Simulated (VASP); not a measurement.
Write the native input for VASP 6.6.1 that does the following.

```
Task                               : relaxation of cell and atoms
Functional                         : HSE06
Potentials or basis                : VASP PAW PBE potentials, release 64 (S, Mg)
Cutoff                             : 600 eV
k mesh                             : 6 × 6 × 6
Occupations                        : gaussian, width 0.02 eV
Spin                               : no spin polarisation
Ladder                             : gaps
Grid for exact exchange (PRECFOCK) : Fast
Screening parameter                : 0.2 1/A
Further INCAR settings             : ALGO = Normal; EDIFF = 1e-06; IBRION = 2; EDIFFG = -0.005; NSW = 40; ISIF = 3
```

MgS:

```
S Mg
1.0
     0.00000    2.83312    2.83312
     2.83312    0.00000    2.83312
     2.83312    2.83312    0.00000
S Mg
1 1
Cartesian
  1.4166 1.4166 1.4166
  0.0000 0.0000 0.0000
```

The cell comes from a database or a generator and needn't be the stable form of this composition.

These files were run (other wordings do the same):

POSCAR

```
MgS
1.0
    0.0000000000      2.8331200468      2.8331200468
    2.8331200468      0.0000000000      2.8331200468
    2.8331200468      2.8331200468      0.0000000000
S Mg
1 1
Direct
    0.2500000000      0.2500000000      0.2500000000
    0.0000000000      0.0000000000      0.0000000000
```

INCAR.step1

```
ALGO = Normal
EDIFF = 1E-5
ENCUT = 600
GGA = PE
ISMEAR = 0
KPAR = 4
LASPH = T
LCHARG = F
LREAL = F
LWAVE = T
NELM = 100
PREC = Accurate
SIGMA = 0.02
```

INCAR.step2

```
ALGO = Normal
EDIFF = 1E-6
EDIFFG = -0.005
ENCUT = 600
GGA = PE
HFSCREEN = 0.2
IBRION = 2
ISIF = 3
ISMEAR = 0
ISTART = 1
KPAR = 4
LASPH = T
LCHARG = F
LHFCALC = T
LREAL = F
LWAVE = F
NELM = 100
NSW = 40
PREC = Accurate
PRECFOCK = Fast
SIGMA = 0.02
```

KPOINTS

```
k-points
0
Gamma
  6 6 6
```

Potentials or basis: VASP PAW PBE potentials, release 64 (S, Mg).

Command:

```bash
$ cat potpaw_PBE.64/S/POTCAR potpaw_PBE.64/Mg/POTCAR > POTCAR
$ cp INCAR.step1 INCAR
$ mpirun -np 4 vasp_std > vasp.out
$ cp INCAR.step2 INCAR
$ mpirun -np 4 vasp_std > vasp.out
```

It gave:

| Item | Value |
| --- | --- |
| Relaxed volume | 22.64 Å³/atom |
| Relaxed cell | a = 4.001 Å, b = 4.001 Å, c = 4.001 Å, α = 60.00°, β = 60.00°, γ = 60.00° |
| Space group after relaxing (to 0.05 Å) | F-43m (No. 216) |
| Energy gained by relaxing | 0.1 meV/atom |
| Ionic steps | 3 |
| Pressure after relaxing | 0.0 GPa |
| Band gap on the k mesh | 4.54 eV, direct |

Caveat: the PAW data sets were made with another functional, which shifts forces and pressure a little.

Wall time 5.3 min on 4 MPI ranks on Intel(R) Xeon(R) Platinum 8375C CPU @ 2.90GHz (Ice Lake), on a shared host, peak memory 0.28 GiB a rank.
